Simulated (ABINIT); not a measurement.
# Sb (P6_3/mmc) in ABINIT: a series of runs

One crystal, Sb, is run at these levels: PBEsol; tasks: single point.

All numbers are computed with ABINIT 10.8.3 (patched build); they aren't measurements. Logs are shortened: lines on timing, memory, paths and dates and some standing lists are left out, and cuts for length are marked. The log counts tension as positive stress, the text compression.

## (1) The crystal as given

It takes space group P6_3/mmc (No. 194, hexagonal). Conventional cell: a = 3.355 Å, b = 3.355 Å, c = 5.470 Å, α = 90.00°, β = 90.00°, γ = 120.00°. Sb (site symmetry -6m2) has 12 Sb at 3.35 Å as nearest neighbours.

This isn't the form of Sb at room conditions, which is rhombohedral.

## (2) Single point, PBEsol

run.abi reads:

```
# Pseudopotentials
pp_dirpath "./"
pseudos "Sb.upf"

# Structure
acell 6.3391475473 6.3391475473 10.3371054862
rprim
     1.0000000000     0.0000000000     0.0000000000
    -0.5000000000     0.8660254038     0.0000000000
     0.0000000000     0.0000000000     1.0000000000
ntypat 1
znucl 51
natom 2
typat 1 1
xred
     0.6666666667     0.3333333333     0.7500000000
     0.3333333333     0.6666666667     0.2500000000

# Plane-wave basis
ecut 40.0

# k points
kptopt 1
ngkpt 9 9 5
nshiftk 1
shiftk 0.0 0.0 0.0

# Exchange and correlation
ixc -116133

# Bands and occupations
nband 19
occopt 3
tsmear 0.05 eV

# SCF cycle
nstep 100
tolvrs 1.0e-10

# Output
iomode 3
prtwf 0
prtden 0
prteig 0
prtebands 0
enunit 1
```

Potentials or basis: PseudoDojo NC SR PBEsol v0.4.1 standard.

On the command line:

```
> abinit run.abi > log 2>&1
```

run.abo:

```text
.Version 10.8.3 of ABINIT
 Symmetries : space group P6_3/m m c (#194); Bravais hP (primitive hexag.)
================================================================================
 Values of the parameters that define the memory need of the present run
     intxc =       0    ionmov =       0      iscf =       7    lmnmax =       6
     lnmax =       6     mgfft =      60  mpssoang =       3    mqgrid =    3001
     natom =       2  nloc_mem =       1    nspden =       1   nspinor =       1
    nsppol =       1      nsym =      24    n1xccc =    2501    ntypat =       1
    occopt =       3   xclevel =       2
       mpw =        4395          nfft =       96000          nkpt =          36
================================================================================
================================================================================

--------------------------------------------------------------------------------
------------- Echo of variables that govern the present computation ------------
--------------------------------------------------------------------------------
 -outvars: echo values of preprocessed input variables --------
            acell      6.3391475473E+00  6.3391475473E+00  1.0337105486E+01 Bohr
              amu      1.21753000E+02
             ecut      4.00000000E+01 Hartree
           enunit           1
              ixc     -116133
         kptrlatt        9    0    0      0    9    0      0    0    5
          kptrlen      5.16855274E+01
            natom           2
            nband          19
            ngfft          40      40      60
             nkpt          36
            nstep         100
             nsym          24
           ntypat           1
           occopt           3
           prtden           0
        prtebands           0
           prteig           0
            prtwf           0
            rprim      1.0000000000E+00  0.0000000000E+00  0.0000000000E+00
                      -5.0000000000E-01  8.6602540380E-01  0.0000000000E+00
                       0.0000000000E+00  0.0000000000E+00  1.0000000000E+00
          spgroup         194
           tolvrs      1.00000000E-10
           tsmear      1.83746611E-03 Hartree
            typat      1  1
           xangst      1.6772662082E+00  9.6837009680E-01  4.1026204847E+00
                       3.0005246667E-16  1.9367401936E+00  1.3675401616E+00
            xcart      3.1695737736E+00  1.8299542715E+00  7.7528291146E+00
                       5.6701698542E-16  3.6599085429E+00  2.5842763716E+00
             xred      6.6666666667E-01  3.3333333333E-01  7.5000000000E-01
                       3.3333333333E-01  6.6666666667E-01  2.5000000000E-01
            znucl       51.00000

================================================================================

 chkinp: Checking input parameters for consistency.

================================================================================
== DATASET  1 ==================================================================

--- !DatasetInfo
iteration_state: {dtset: 1, }
dimensions: {natom: 2, nkpt: 36, mband: 19, nsppol: 1, nspinor: 1, nspden: 1, mpw: 4395, }
cutoff_energies: {ecut:  40.0, pawecutdg:  -1.0, }
electrons: {nelect:   3.00000000E+01, charge:   0.00000000E+00, occopt:   3.00000000E+00, tsmear:   1.83746611E-03, }
meta: {optdriver: 0, ionmov: 0, optcell: 0, iscf: 7, paral_kgb: 0, }
...

 Real(R)+Recip(G) space primitive vectors, cartesian coordinates (Bohr,Bohr^-1):
 R(1)=  6.3391475  0.0000000  0.0000000  G(1)=  0.1577499  0.0910770  0.0000000
 R(2)= -3.1695738  5.4898628  0.0000000  G(2)=  0.0000000  0.1821539  0.0000000
 R(3)=  0.0000000  0.0000000 10.3371055  G(3)=  0.0000000  0.0000000  0.0967389
 Unit cell volume ucvol=  3.5974213E+02 bohr^3
 Angles (23,13,12)=  9.00000000E+01  9.00000000E+01  1.20000000E+02 degrees

 getcut: wavevector=  0.0000  0.0000  0.0000  ngfft=  40  40  60
         ecut(hartree)=     40.000   => boxcut(ratio)=   2.03872

--- Pseudopotential description ------------------------------------------------
- pspini: atom type   1  psp file is ./Sb.upf
12 -116133 2 -1 1434                          pspcod,pspxc,lmax,lloc,mmax
     nproj     2     2     2

   1.58138460E+03                                ecore*ucvol(ha*bohr**3)
--------------------------------------------------------------------------------

================================================================================

--- !BeginCycle
iteration_state: {dtset: 1, }
solver: {iscf: 7, nstep: 100, nline: 4, wfoptalg: 0, }
tolerances: {tolvrs: 1.00E-10, }
...

     iter   Etot(hartree)      deltaE(h)  residm     vres2
 ETOT  1  -180.91256434407    -1.809E+02 8.705E-01 4.845E-01
 ETOT  2  -181.54888007347    -6.363E-01 1.478E-02 5.427E+00
 ETOT  3  -181.54918022660    -3.002E-04 4.310E-03 3.356E+00
 ETOT  4  -181.54961716833    -4.369E-04 1.693E-03 1.109E-02
 ETOT  5  -181.54961862570    -1.457E-06 1.591E-03 6.364E-04
 ETOT  6  -181.54961869629    -7.058E-08 3.459E-04 8.698E-07
 ETOT  7  -181.54961869632    -3.084E-11 3.525E-04 5.777E-07
 ETOT  8  -181.54961869640    -7.873E-11 1.414E-04 7.879E-11

 At SCF step    8       vres2   =  7.88E-11 < tolvrs=  1.00E-10 =>converged.

 Cartesian components of stress tensor (hartree/bohr^3)
  sigma(1 1)=  5.09327261E-05  sigma(3 2)=  0.00000000E+00
  sigma(2 2)=  5.09327256E-05  sigma(3 1)=  0.00000000E+00
  sigma(3 3)=  6.22774227E-05  sigma(2 1)=  0.00000000E+00

--- !ResultsGS
iteration_state: {dtset: 1, }
comment   : Summary of ground state results
lattice_vectors:
- [  6.3391475,   0.0000000,   0.0000000, ]
- [ -3.1695738,   5.4898628,   0.0000000, ]
- [  0.0000000,   0.0000000,  10.3371055, ]
lattice_lengths: [   6.33915,    6.33915,   10.33711, ]
lattice_angles: [ 90.000,  90.000, 120.000, ] # degrees, (23, 13, 12)
lattice_volume:   3.5974213E+02
convergence: {deltae: -7.873E-11, res2:  7.879E-11, residm:  1.414E-04, diffor: null, }
etotal    :  -1.81549619E+02
entropy   :   0.00000000E+00
fermie    :   2.97707760E-01
cartesian_stress_tensor: # hartree/bohr^3
- [  5.09327261E-05,   0.00000000E+00,   0.00000000E+00, ]
- [  0.00000000E+00,   5.09327256E-05,   0.00000000E+00, ]
- [  0.00000000E+00,   0.00000000E+00,   6.22774227E-05, ]
pressure_GPa:  -1.6098E+00
xred      :
- [  6.6667E-01,   3.3333E-01,   7.5000E-01, Sb]
- [  3.3333E-01,   6.6667E-01,   2.5000E-01, Sb]
cartesian_forces: # hartree/bohr
- [  2.12382280E-29,   6.13094834E-29,  -0.00000000E+00, ]
- [ -2.12382280E-29,  -6.13094834E-29,  -0.00000000E+00, ]
force_length_stats: {min:   6.48838584E-29, max:   6.48838584E-29, mean:   6.48838584E-29, }
...

 Integrated electronic density in atomic spheres:
 ------------------------------------------------
 Atom  Sphere_radius  Integrated_density
    1        2.00000         11.17677922
    2        2.00000         11.17677922
================================================================================

 ----iterations are completed or convergence reached----

 Mean square residual over all n,k,spin=   72.125E-08; max=  14.141E-05
 reduced coordinates (array xred) for    2 atoms
       0.666666666667      0.333333333333      0.750000000000
       0.333333333333      0.666666666667      0.250000000000
 rms dE/dt=  1.9040E-28; max dE/dt=  2.6926E-28; dE/dt below (all hartree)
    1      -0.000000000000     -0.000000000000      0.000000000000
    2       0.000000000000      0.000000000000      0.000000000000

 cartesian coordinates (angstrom) at end:
    1      1.67726620815353     0.96837009679750     4.10262048471480
    2      0.00000000000000     1.93674019359500     1.36754016157160

 cartesian forces (hartree/bohr) at end:
    1      0.00000000000000     0.00000000000000    -0.00000000000000
    2     -0.00000000000000    -0.00000000000000    -0.00000000000000
 frms,max,avg= 3.7460713E-29 6.1309483E-29   0.000E+00  0.000E+00  0.000E+00 h/b

 cartesian forces (eV/Angstrom) at end:
    1      0.00000000000000     0.00000000000000    -0.00000000000000
    2     -0.00000000000000    -0.00000000000000    -0.00000000000000
 frms,max,avg= 1.9263073E-27 3.1526604E-27   0.000E+00  0.000E+00  0.000E+00 e/A
 length scales=  6.339147547300  6.339147547300 10.337105486200 bohr
              =  3.354532416307  3.354532416307  5.470160646286 angstroms
 Fermi (or HOMO) energy (eV) =   8.10104   Average Vxc (eV)= -11.09546
 Eigenvalues (   eV  ) for nkpt=  36  k points:
 kpt#   1, nband= 19, wtk=  0.00247, kpt=  0.0000  0.0000  0.0000 (reduced coord)
 -21.04213  -21.03288  -21.02348  -21.02348  -21.01905  -21.01905  -21.01461  -21.01461
 -20.96252  -20.96252   -4.82129   -0.98554    2.31230   11.80386   11.80386   13.43851
  13.43851   13.67562   16.08888
 prteigrs : prtvol=0 or 1, do not print more k-points.

--- !EnergyTerms
iteration_state     : {dtset: 1, }
comment             : Components of total free energy in Hartree
kinetic             :  1.06391550619008E+02
hartree             :  3.90836581614802E+01
xc                  : -4.50199723506399E+01
Ewald energy        : -1.15119992063660E+02
psp_core            :  4.39588379639107E+00
local_psp           : -1.32907269134583E+02
non_local_psp       : -3.83730344345812E+01
internal            : -1.81549175406584E+02
'-kT*entropy'       : -4.43289812628406E-04
total_energy        : -1.81549618696397E+02
total_energy_eV     : -4.94021679715823E+03
band_energy         : -1.43928166328646E+01
...

 Cartesian components of stress tensor (hartree/bohr^3)
  sigma(1 1)=  5.09327261E-05  sigma(3 2)=  0.00000000E+00
  sigma(2 2)=  5.09327256E-05  sigma(3 1)=  0.00000000E+00
  sigma(3 3)=  6.22774227E-05  sigma(2 1)=  0.00000000E+00

-Cartesian components of stress tensor (GPa)         [Pressure= -1.6098E+00 GPa]
- sigma(1 1)=  1.49849254E+00  sigma(3 2)=  0.00000000E+00
- sigma(2 2)=  1.49849252E+00  sigma(3 1)=  0.00000000E+00
- sigma(3 3)=  1.83226503E+00  sigma(2 1)=  0.00000000E+00

== END DATASET(S) ==============================================================
================================================================================

 -outvars: echo values of variables after computation  --------
            acell      6.3391475473E+00  6.3391475473E+00  1.0337105486E+01 Bohr
           etotal     -1.8154961870E+02
            fcart      2.1238228035E-29  6.1309483365E-29 -0.0000000000E+00
                      -2.1238228035E-29 -6.1309483365E-29 -0.0000000000E+00
            rprim      1.0000000000E+00  0.0000000000E+00  0.0000000000E+00
                      -5.0000000000E-01  8.6602540380E-01  0.0000000000E+00
                       0.0000000000E+00  0.0000000000E+00  1.0000000000E+00
           strten      5.0932726075E-05  5.0932725634E-05  6.2277422687E-05
                       0.0000000000E+00  0.0000000000E+00  0.0000000000E+00
           xangst      1.6772662082E+00  9.6837009680E-01  4.1026204847E+00
                       3.0005246667E-16  1.9367401936E+00  1.3675401616E+00
             xred      6.6666666667E-01  3.3333333333E-01  7.5000000000E-01
                       3.3333333333E-01  6.6666666667E-01  2.5000000000E-01
 Calculation completed.
```

Run time: 49 s. Hardware: 1 thread of Intel Xeon 6975P-C (Granite Rapids), shared host; peak memory 0.12 GiB.

Results:

```
Free energy                                           : -4940.2168 eV
Pressure                                              : -1.6 GPa
Band gap on the k mesh                                : none (metal or under the smearing width)
Valence electrons inside the program's atomic spheres : Sb 11.18 (radii [1.0584] Å)
```

Stress tensor (GPa, compression positive):
```
-1.50  0.00  0.00
 0.00 -1.50  0.00
 0.00  0.00 -1.83
```

Spin-orbit coupling is left out, which matters for the levels of Sb.

## (3) Single point, PBEsol

run.abi, as its differences from that of step 2:

```diff
@@ -19,3 +19,3 @@
 # Plane-wave basis
-ecut 40.0
+ecut 50.0
 
@@ -31,3 +31,3 @@
 # Bands and occupations
-nband 19
+nband 28
 occopt 3
```

Potentials or basis: PseudoDojo NC SR PBEsol v0.4 stringent.

On the command line:

```
> abinit run.abi > log 2>&1
```

Run time: 2.2 min. Hardware: 1 thread of Intel Xeon 6975P-C (Granite Rapids), shared host; peak memory 0.19 GiB.

It converged, with:

| Quantity | Value |
| --- | --- |
| Free energy | -13755.1645 eV |
| Pressure | -1.5 GPa |
| Band gap on the k mesh | none (metal or under the smearing width) |
| Valence electrons inside the program's atomic spheres | Sb 19.17 (radii [1.0584] Å) |

Stress tensor (GPa, compression positive):
```
-1.36  0.00  0.00
 0.00 -1.36  0.00
 0.00  0.00 -1.68
```

Levels at points of the mesh, in eV from the Fermi level:
| k point | band 21 | band 22 | band 23 | band 24 | band 25 | band 26 |
| --- | --- | --- | --- | --- | --- | --- |
| (0.00, 0.00, 0.00) | -5.79 | 3.70 | 3.70 | 5.34 | 5.34 | 5.58 |

## (4) Single point, PBEsol

run.abi, as its differences from that of step 3:

```diff
@@ -2,3 +2,3 @@
 pp_dirpath "./"
-pseudos "Sb.upf"
+pseudos "Sb.GGA_PBE-JTH.xml"
 
@@ -19,3 +19,5 @@
 # Plane-wave basis
-ecut 50.0
+ecut 16.0
+pawecutdg 32.0
+pawxcdev 0
 
@@ -31,3 +33,3 @@
 # Bands and occupations
-nband 28
+nband 19
 occopt 3
@@ -37,3 +39,3 @@
 nstep 100
-tolvrs 1.0e-10
+tolvrs 1.0e-9
```

Potentials or basis: JTH PAW PBE v2.0.

On the command line:

```
> abinit run.abi > log 2>&1
```

Wall time 16 s (1 thread of Intel Xeon 6975P-C (Granite Rapids), shared host); peak memory 0.12 GiB.

Results (log left out):

| Item | Value |
| --- | --- |
| Free energy | -4495.6100 eV |
| Pressure | -1.7 GPa |
| Band gap on the k mesh | none (metal or under the smearing width) |
| Valence electrons inside the program's atomic spheres | Sb 12.37 (radii [1.2705] Å) |

Stress tensor (GPa, compression positive):
```
-1.58  0.00  0.00
 0.00 -1.58  0.00
 0.00  0.00 -1.91
```

Levels at points of the mesh, in eV from the Fermi level:
```tsv
k point	band 12	band 13	band 14	band 15	band 16	band 17	band 18	band 19
(0.00, 0.00, 0.00)	-9.08	-5.79	3.69	3.69	5.34	5.34	5.58	7.98
```

Caveat: the PAW data sets were made with another functional, which shifts forces and pressure a little. Spin-orbit coupling is left out, which matters for the levels of Sb.

## (5) The runs side by side

| potentials or basis | cutoff (eV) | fine-grid cutoff | gap on the mesh (eV) | pressure (GPa) |
| --- | --- | --- | --- | --- |
| PseudoDojo NC SR PBEsol v0.4.1 standard | 1088 | - | none | -1.6 |
| PseudoDojo NC SR PBEsol v0.4 stringent | 1361 | - | none | -1.5 |
| JTH PAW PBE v2.0 | 435 | 870.764 eV | none | -1.7 |

Alike in all rows: task single point; level PBEsol; no spin polarisation; cell as given; k mesh 9 × 9 × 5; smearing fermi-dirac 0.05 eV.

Caveats: the PAW data sets were made with another functional, which shifts forces and pressure a little (some runs).

Absolute energies hang on the potentials; compare differences alone.
